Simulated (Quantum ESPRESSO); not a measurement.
Here is a Quantum ESPRESSO 7.5 calculation.

pw.in

```
&CONTROL
  calculation = 'scf'
  prefix = 'pwscf'
  outdir = './tmp'
  pseudo_dir = './pseudo'
  tprnfor = .true.
  tstress = .true.
  disk_io = 'low'
/
&SYSTEM
  ibrav = 0
  A = 3.18693112
  nat = 2
  ntyp = 2
  ecutwfc = 56
  ecutrho = 448
  nbnd = 19
  occupations = 'smearing'
  smearing = 'fd'
  degauss = 0.00367493
/
&ELECTRONS
  conv_thr = 4d-10
  electron_maxstep = 120
  mixing_beta = 0.5
/
ATOMIC_SPECIES
Ga    69.7230 ga_pbe_v1.4.uspp.F.UPF
N     14.0070 n_pbe_v1.2.uspp.F.UPF
CELL_PARAMETERS alat
   0.0000000000    0.7071067816    0.7071067816
   0.7071067816    0.0000000000    0.7071067816
   0.7071067816    0.7071067816    0.0000000000
ATOMIC_POSITIONS alat
Ga     0.0000000000    0.0000000000    0.0000000000
N      0.3535533908    0.3535533908    0.3535533908
K_POINTS automatic
8 8 8 1 1 1
```

Contents of gamma.in:

```
&CONTROL
  calculation = 'bands'
  prefix = 'pwscf'
  outdir = './tmp'
  pseudo_dir = './pseudo'
  disk_io = 'low'
  verbosity = 'high'
/
&SYSTEM
  ibrav = 0
  A = 3.18693112
  nat = 2
  ntyp = 2
  ecutwfc = 56
  ecutrho = 448
  nbnd = 19
  occupations = 'smearing'
  smearing = 'fd'
  degauss = 0.00367493
/
&ELECTRONS
  conv_thr = 1d-08
  electron_maxstep = 120
  mixing_beta = 0.5
  diago_full_acc = .true.
  startingwfc = 'random'
/
ATOMIC_SPECIES
Ga    69.7230 ga_pbe_v1.4.uspp.F.UPF
N     14.0070 n_pbe_v1.2.uspp.F.UPF
CELL_PARAMETERS alat
   0.0000000000    0.7071067816    0.7071067816
   0.7071067816    0.0000000000    0.7071067816
   0.7071067816    0.7071067816    0.0000000000
ATOMIC_POSITIONS alat
Ga     0.0000000000    0.0000000000    0.0000000000
N      0.3535533908    0.3535533908    0.3535533908
K_POINTS crystal
1
0.0 0.0 0.0 1
```

File scf2.in:

```
&CONTROL
  calculation = 'scf'
  prefix = 'pwscf'
  outdir = './tmp'
  pseudo_dir = './pseudo'
  tprnfor = .true.
  tstress = .true.
  disk_io = 'low'
/
&SYSTEM
  ibrav = 0
  A = 3.18693112
  nat = 2
  ntyp = 2
  ecutwfc = 56
  ecutrho = 448
  nbnd = 19
  occupations = 'fixed'
/
&ELECTRONS
  conv_thr = 1d-13
  electron_maxstep = 120
  mixing_beta = 0.5
  startingpot = 'file'
/
ATOMIC_SPECIES
Ga    69.7230 ga_pbe_v1.4.uspp.F.UPF
N     14.0070 n_pbe_v1.2.uspp.F.UPF
CELL_PARAMETERS alat
   0.0000000000    0.7071067816    0.7071067816
   0.7071067816    0.0000000000    0.7071067816
   0.7071067816    0.7071067816    0.0000000000
ATOMIC_POSITIONS alat
Ga     0.0000000000    0.0000000000    0.0000000000
N      0.3535533908    0.3535533908    0.3535533908
K_POINTS automatic
8 8 8 1 1 1
```

File ph.in:

```
dielectric of GaN
&INPUTPH
  prefix = 'pwscf'
  outdir = './tmp'
  tr2_ph = 1d-18
  fildyn = 'dyn'
  niter_ph = 90
  alpha_mix(1) = 0.7
  epsil = .true.
  trans = .false.
  zeu = .true.
/
0.0000000000 0.0000000000 0.0000000000
```

Potentials or basis: GBRV 1.5 PBE.

The run is started by

```console
$ OMP_NUM_THREADS=1 pw.x -in pw.in > pw.out
$ OMP_NUM_THREADS=1 pw.x -in gamma.in > gamma.out
$ OMP_NUM_THREADS=1 pw.x -in scf2.in > scf2.out
$ OMP_NUM_THREADS=1 ph.x -in ph.in > ph.out
```

**Question.** Estimate the electronic dielectric tensor (diagonal).

**Answer.** 5.90.

**Question.** Estimate the Born charges (mean of the diagonal).

**Answer.** Ga +2.67; N -2.67 e.

**Question.** Predict the pressure.

**Answer.** 5.3 GPa.

Born effective charge tensors (e):
atom 1, Ga
```
2.67 0.00 0.00
0.00 2.67 0.00
0.00 0.00 2.67
```
atom 2, N
```
-2.67  0.00  0.00
 0.00 -2.67  0.00
 0.00  0.00 -2.67
```

Caveat: the cell is more than 3 GPa from zero pressure, which shifts response properties.
